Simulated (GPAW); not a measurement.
Crystal: MgTe.

```xyz
2
Lattice="0.0000 3.2320 3.2320 3.2320 0.0000 3.2320 3.2320 3.2320 0.0000" Properties=species:S:1:pos:R:3 pbc="T T T"
Te    1.6160    1.6160    1.6160
Mg    0.0000    0.0000    0.0000
```

The cell comes from a database or a generator and needn't be the stable form of this composition.

* Program: GPAW 26.7.0
* Task: relaxation of cell and atoms
* Functional: RPBE
* Dispersion: D3(BJ)
* Potentials or basis: the program's PAW data sets (release 1.2.1) made for this functional
* Cutoff: 800 eV
* Basis: pw
* k mesh: 7 × 7 × 7
* Occupations: fermi-dirac, width 0.05 eV
* Spin: no spin polarisation

At the start: pressure -5.3 GPa; volume 33.76 Å³/atom.

Question: Where does the relaxation end?

Answer: Over 4 steps the energy falls by 82.2 meV/atom and the volume is 29.36 Å³/atom (-13.0 %); space group F-43m (No. 216, to 0.05 Å).

Step by step:
```csv
step,energy change (eV),largest force (eV/Å),pressure (GPa),volume (Å³)
1,0.0000,0.0000,-5.26,67.52
2,-0.0487,0.0000,-4.58,65.94
3,-0.1615,0.0000,0.92,57.53
4,-0.1644,0.0000,-0.10,58.71
```

Final structure:
```cif
data_structure
_symmetry_space_group_name_H-M 'P 1'
_symmetry_Int_Tables_number 1
_cell_length_a 4.3626
_cell_length_b 4.3626
_cell_length_c 4.3626
_cell_angle_alpha 60.000
_cell_angle_beta 60.000
_cell_angle_gamma 60.000
_cell_volume 58.71
loop_
_atom_site_label
_atom_site_type_symbol
_atom_site_fract_x
_atom_site_fract_y
_atom_site_fract_z
_atom_site_occupancy
Te1 Te 0.25000 0.25000 0.25000 1
Mg1 Mg 0.00000 0.00000 0.00000 1
```

Caveat: later steps reuse the first step's grids.
